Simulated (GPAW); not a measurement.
Crystal: ZrO2.

```xyz
3
Lattice="0.0000 2.5451 2.5451 2.5451 0.0000 2.5451 2.5451 2.5451 0.0000" Properties=species:S:1:pos:R:3 pbc="T T T"
Zr    0.0000    0.0000    0.0000
O     3.8176    3.8176    3.8176
O     1.2725    1.2725    1.2725
```

Measurements of this composition are mostly on another form, of space group No. 14.

Base run:

* Program: GPAW 26.7.0
* Functional: TPSS
* Potentials or basis: GPAW PAW data sets (gpaw-data 1.2.1)
* Cutoff: 800 eV
* Basis: pw
* k mesh: 9 × 9 × 9
* Occupations: fermi-dirac, width 0.05 eV
* Spin: no spin polarisation

Its results: band gap on the k mesh 3.51 eV, indirect (least direct gap 4.01 eV).

Q: The run is repeated on the same cell with these changes: functional from TPSS to vdW-DF-cx. What comes out?

A: Band gap on the k mesh 3.39 eV, indirect (least direct gap 3.88 eV).

A k mesh can miss the band edges.
